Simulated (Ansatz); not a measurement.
Ansatz input

```yaml
crystal:
  lattice:
    - [-1.39944755, 1.39944755, 1.39944755]
    - [1.39944755, -1.39944755, 1.39944755]
    - [1.39944755, 1.39944755, -1.39944755]
  atoms:
    - { symbol: Mn, position: [0.0, 0.0, 0.0] }
hamiltonian:
  xc: revpbe
  pseudopotentials:
    kind: paw
    azcp:
      Mn: "pseudopotentials/Mn.paw.azcp"
basis:
  ecutwfc: 420
  fft_grid_basis: typed
kpoints:
  mp_grid: { grid: [26, 26, 26], shift: [0, 0, 0] }
magnetization:
  spin_polarized: false
scf:
  occupations: { method: fermi_dirac, width: 0.1 }
```

Terminal output

```
Engine: ansatz 0.2.0, aarch64-unknown-linux-gnu
Pseudopotentials: kind: paw
Pseudopotential: Mn, paw, valence charge 15, recommended cutoff 420 eV (normal) 
Functional definition: revPBE
  parameter kappa = 1.245
  parameter beta = 0.06672455060314922
  exchange = pbe_x(kappa = kappa, mu = beta*pi^2/3)
  correlation = pbe_c(beta = beta)
Crystal: 1 atoms, lattice volume = 10.963 Å³
Basis set: ecut = 420 eV, 201 PW (Γ)
Bands: 12, of which v1, the nominal top of the filled ones, is band 8 counted from 1 (7 counted from 0)
Symmetry: 48 space group operations
Space group: Im-3m (ITA 229), of the structure as read, at distance tolerance 2.2e-5 Å
k-points: 511 of 17576
Non-local potential: Mn, projectors of the file, l = 0: 3, l = 1: 2, l = 2: 3, l = 3: 1
PAW form: soft (Blöchl's): semilocal exchange-correlation on the pseudo side does not see the compensation charge
PAW frozen core: Mn, regenerated for the run's functional, and the local potential with it (the file was generated under x = pbe(κ = 0.804, μ = 0.2195149727645171), c = pbe(β = 0.06672455060314922))
PAW one-centre angular grid: Mn, 590 points (default); XC on 64 Gauss nodes
Initial density: superposition of atomic densities (neutral atoms: chi_scale 0, normalization atom), corrected by the library's trained network
Initial wavefunctions: pseudopotential atomic-orbital guess
Functional: x = revpbe(κ = 1.245, μ = 0.2195149727645171), c = pbe(β = 0.06672455060314922)
SCF iter   1: F=—  HF=-3901.992197 eV  |F-HF|=—  |Δ(HF+E_count)|=         —  Δρ=1.70e-3  dr2=1.17e-4  ethr=1.77e-3  ⟨swp⟩=4.1  Hψ=29291  notcnv=0
SCF iter   2: F=—  HF=-3901.992314 eV  |F-HF|=—  |Δ(HF+E_count)|=   1.16e-4  Δρ=8.64e-4  dr2=1.42e-5  ethr=7.77e-7  ⟨swp⟩=2.2  Hψ=13371  notcnv=0
SCF iter   3: F=—  HF=-3901.992354 eV  |F-HF|=—  |Δ(HF+E_count)|=   4.09e-5  Δρ=6.10e-4  dr2=2.39e-5  ethr=9.47e-8  ⟨swp⟩=2.0  Hψ=10106  notcnv=0
iter 4 did not close the SCF: its close was put off for the readings that it lacked (scf_convergence_deferred on its scf_iter line)
SCF iter   4: F=-3901.992361 eV  HF=-3901.992361 eV  |F-HF|=1.43e-8  |Δ(HF+E_count)|=   6.70e-6  Δρ=3.90e-5  dr2=4.68e-8  ethr=9.47e-8  ⟨swp⟩=2.1  Hψ=8028  notcnv=0
iter 5 did not close the SCF: its close was put off for the readings that it lacked (scf_convergence_deferred on its scf_iter line)
SCF iter   5: F=-3901.992361 eV  HF=-3901.992361 eV  |F-HF|=4.79e-9  |Δ(HF+E_count)|=   2.58e-9  Δρ=1.03e-5  dr2=2.56e-9  ethr=3.12e-10  ⟨swp⟩=2.4  Hψ=10021  notcnv=0
SCF iter   6: F=-3901.992361 eV  HF=-3901.992361 eV  |F-HF|=1.36e-11  |Δ(HF+E_count)|=   6.23e-9  Δρ=6.95e-7  dr2=1.33e-11  ethr=1.71e-11  ⟨swp⟩=1.4  Hψ=16791  notcnv=0
SCF 1 converged in 6 iterations: F = -3901.992361 eV  dr2 = 1.33e-11
SCF converged after 6 iterations
Free energy (F): -3901.992361 eV
Harris-Foulkes:  -3901.992361 eV  (|F-HF|=1.36e-11)
Internal energy: -3901.920416 eV  (E = F + TS)
E sigma→0 (E₀):  -3901.956388 eV
Entropy (-TS):   -0.071946 eV (-71.946 meV/atom)
Fermi energy:    20.281389 eV
--- Per-component energies (eV) ---
  E_band       = -163.448423
  E_kinetic    = 307.490080
  E_local      = -1581.092557  (includes V_loc(G=0)·N_el)
  E_nonlocal   = 235.899714
  E_hartree    = 657.259277
  E_xc         = -115.599033
  E_vxc        = -148.006448  (∫ρ·V_xc dr)
  E_paw        = -1299.506524  (= ΣΔE_a)
  E_vpaw       = -292.257682  (= ΣTr[D̂ρ^β])
  E_aug_tail   = -0.000008  (compensation charges beyond the density's cutoff)
  E_ewald      = -2106.335833
  E_core_change = -0.035532  (= ΣΔE_core)
  E_smearing   = -0.071946  (= −TS)
  E_closure    = 0.000000  (closes the sum)
  Σ components = -3901.992361   (vs F -3901.992361, Δ=0.00e0)
```
